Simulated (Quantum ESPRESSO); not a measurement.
**C under changes of volume**

One of the cells (10.908 Å³/atom); the others are scaled copies at fixed shape and fractional positions:

```xyz
4
Lattice="1.2332 0.7120 8.2826 -1.2332 0.7120 8.2826 0.0000 -1.4240 8.2826" Properties=species:S:1:pos:R:3 pbc="T T T"
C     0.0000    0.0000    2.1661
C     0.0000    0.0000   18.7315
C     0.0000    0.0000    6.1163
C     0.0000    0.0000   22.6818
```

This isn't the form of C at room conditions, which is graphite.

```yaml
Program: Quantum ESPRESSO 7.5
Functional: LDA
Potentials_or_basis: GBRV 1.5 LDA
Cutoff: 612 eV
Density_cutoff: 4898 eV
k_mesh: 12 × 12 × 12
Occupations: fermi-dirac, width 0.05 eV
Spin: no spin polarisation
```

| volume (Å³/atom) | energy over the lowest point (meV/atom) | pressure (GPa) | gap on the mesh (eV) | largest force (eV/Å) |
| --- | --- | --- | --- | --- |
| 10.254 | 8.73 | 8.2 | 0.21 | 0.008 |
| 10.472 | ? | ? | ? | ? |
| 10.690 | 0.00 | -2.0 | 0.20 | 0.009 |
| 10.908 | 5.41 | -6.4 | 0.19 | 0.009 |
| 11.126 | 16.59 | -10.4 | 0.18 | 0.009 |
| 11.345 | 33.00 | -14.1 | 0.18 | 0.010 |
| 11.563 | 54.21 | -17.5 | 0.17 | 0.010 |

Question: What does the run at 10.472 Å³/atom give?

Answer: Energy over the lowest point 0.91 meV/atom; pressure 2.9 GPa; gap on the mesh 0.20 eV; largest force 0.008 eV/Å.

Worked out: A Birch-Murnaghan fit of order 3 (a polynomial in V^(-2/3)) to the other rows has its minimum at 10.61 Å³/atom with B0 = V·E''(V) = 233 GPa and B' = 3.6 at fixed shape and positions, which overstates the stiffness. It gives 0.91 meV/atom at 10.472 Å³/atom, against the run's 0.91, and -dE/dV = 3.1 GPa, against 2.9. A straight line through the other rows of the gap, of slope -0.335 eV per unit of ln V (its deformation potential), gives 0.20 eV, against the run's 0.20.

Energies are extrapolated to zero smearing.

A mesh can miss the band edges.
